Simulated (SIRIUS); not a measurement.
Si: single point with PBE

Si:

```
CELL_PARAMETERS angstrom
-1.62691 1.62691 1.32033
1.62691 -1.62691 1.32033
1.62691 1.62691 -1.32033
ATOMIC_POSITIONS crystal
Si 0.00000 0.00000 0.00000
```

This isn't the form of Si at room conditions, which is diamond.

```json
{
 "Program": "SIRIUS 7.10.0",
 "Task": "single point",
 "Functional": "PBE",
 "Potentials or basis": "JTH 2.0 PBE (PAW)",
 "Cutoff": "557 eV",
 "Density cutoff": "5442 eV",
 "k mesh": "13 × 13 × 13",
 "Occupations": "fermi-dirac, width 0.05 eV",
 "Spin": "no spin polarisation",
 "Libxc names": "[\"XC_GGA_X_PBE\", \"XC_GGA_C_PBE\"]",
 "Energy tol": "1e-08 Ha",
 "Density tol": "1e-06",
 "Mixer": "anderson",
 "Mixing beta": "0.7",
 "Max scf": "100"
}
```

- Pressure: 3.6 GPa
- Band gap on the k mesh: none (metal or under the smearing width)

Stress tensor (GPa, compression positive):
```
4.49 0.00 0.00
0.00 4.49 0.00
0.00 0.00 1.85
```

Run time: 21 s on 1 thread of Arm Neoverse V2, on a shared host, peak memory 0.22 GiB.
